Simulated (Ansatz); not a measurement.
# Ni: the cost of one run

Computed with Ansatz 0.2.0 (DFT LDA, scalar-relativistic, plane waves, PAW, unless a step's input says otherwise).

## Step 1: The structure to begin with

The structure is trigonal, space group P-3m1 (No. 164). Conventional cell: a = 2.492 Å, b = 2.492 Å, c = 26.104 Å, α = 90.00°, β = 90.00°, γ = 120.00°. Ni (site symmetry 3m) has 9 Ni at 2.49 Å as nearest neighbours. Ni (site symmetry 3m) has 12 Ni at 2.49 Å as nearest neighbours.

Coordinates:

```xyz
16
Lattice="4.9837 0.0000 0.0000 2.4918 4.3160 0.0000 0.0000 0.0000 26.1037" Properties=species:S:1:pos:R:3 pbc="T T T"
Ni    0.0000    0.0000   10.0000
Ni    2.4918    0.0000   10.0000
Ni    1.2459    2.1580   10.0000
Ni    3.7378    2.1580   10.0000
Ni    1.2459    0.7193   12.0346
Ni    3.7378    0.7193   12.0346
Ni    2.4918    2.8773   12.0346
Ni    4.9837    2.8773   12.0346
Ni    0.0000    1.4387   14.0692
Ni    2.4918    1.4387   14.0692
Ni    1.2459    3.5967   14.0692
Ni    3.7378    3.5967   14.0692
Ni    0.0000    0.0000   16.1037
Ni    2.4918    0.0000   16.1037
Ni    1.2459    2.1580   16.1037
Ni    3.7378    2.1580   16.1037
```

## Step 2: Single point: Ni16 slab

A dipole layer in the vacuum cancels the field that periodic copies would set up if the slab's two faces differ.

Input file input.yaml:

```yaml
crystal:
  lattice:
    - [4.9836885938, 0.0, 0.0]
    - [2.4918442969, 4.3160009268, 0.0]
    - [0.0, 0.0, 26.1037470459]
  atoms:
    - { symbol: Ni, position: [0.0, 0.0, 0.3830867646], spin: 0.6 }
    - { symbol: Ni, position: [0.5, 0.0, 0.3830867646], spin: 0.6 }
    - { symbol: Ni, position: [0.0, 0.5, 0.3830867646], spin: 0.6 }
    - { symbol: Ni, position: [0.5, 0.5, 0.3830867646], spin: 0.6 }
    - { symbol: Ni, position: [0.1666666667, 0.1666666667, 0.4610289215], spin: 0.6 }
    - { symbol: Ni, position: [0.6666666667, 0.1666666667, 0.4610289215], spin: 0.6 }
    - { symbol: Ni, position: [0.1666666667, 0.6666666667, 0.4610289215], spin: 0.6 }
    - { symbol: Ni, position: [0.6666666667, 0.6666666667, 0.4610289215], spin: 0.6 }
    - { symbol: Ni, position: [-0.1666666667, 0.3333333333, 0.5389710785], spin: 0.6 }
    - { symbol: Ni, position: [0.3333333333, 0.3333333333, 0.5389710785], spin: 0.6 }
    - { symbol: Ni, position: [-0.1666666667, 0.8333333333, 0.5389710785], spin: 0.6 }
    - { symbol: Ni, position: [0.3333333333, 0.8333333333, 0.5389710785], spin: 0.6 }
    - { symbol: Ni, position: [0.0, 0.0, 0.6169132354], spin: 0.6 }
    - { symbol: Ni, position: [0.5, 0.0, 0.6169132354], spin: 0.6 }
    - { symbol: Ni, position: [0.0, 0.5, 0.6169132354], spin: 0.6 }
    - { symbol: Ni, position: [0.5, 0.5, 0.6169132354], spin: 0.6 }
magnetization:
  spin_polarized: true
scf:
  occupations: { method: gaussian, width: 0.1 }
output:
  forces: true
  populations: true
hamiltonian:
  xc: lda
kpoints:
  mp_grid: { grid: [6, 6, 1] }
efield:
  axis: 3
  dipole_correction: true
```

Launch:

```sh
ansatz run input.yaml --threads 8 --pin off --max-ram 16384MiB --backend cpu --events-out ev --progress --plain --runs-dir out
```

**Question.** How long does this run take on 8 threads of Intel Xeon Platinum 8175M at 2.50GHz (Skylake/Cascade Lake), shared host, and how much memory does it need?

About 1.7 min, with a peak of 4 GiB.
